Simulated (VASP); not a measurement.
NaH13O7, 21 atoms in the cell. The cell holds a amorphous, 21 atoms: a = 6.628 Å, b = 6.628 Å, c = 6.628 Å, α = 90.00°, β = 90.00°, γ = 90.00°. The cell was built by a generator and needn't be a form met in nature.

- Program: VASP 6.6.1
- Task: single point
- Functional: PBE
- Dispersion: D3(BJ)
- Potentials or basis: VASP PAW PBE potentials, release 64 (O, H, Na_pv)
- Cutoff: 520 eV
- k mesh: 1 × 1 × 1
- Occupations: fermi-dirac, width 0.05 eV
- Spin: no spin polarisation
- Dipole correction: no
- Further INCAR settings: LREAL = Auto; ALGO = Normal; EDIFF = 1e-07; NBANDS = 47

Potentials or basis: VASP PAW PBE potentials, release 64 (O, H, Na_pv).

The run is started by

```sh
$ cat potpaw_PBE.64/O/POTCAR potpaw_PBE.64/H/POTCAR potpaw_PBE.64/Na_pv/POTCAR > POTCAR
$ mpirun -np 1 vasp_gam > vasp.out
```

Hardware: 1 thread of AMD EPYC 7R43 64-Core Processor (Zen 3) (shared host).

Q: Estimate the wall time of this run.

A: Wall time 51 s on 1 thread of AMD EPYC 7R43 64-Core Processor (Zen 3) (shared host), peak memory 0.28 GiB. Counts: scf iterations 18, k points 1.
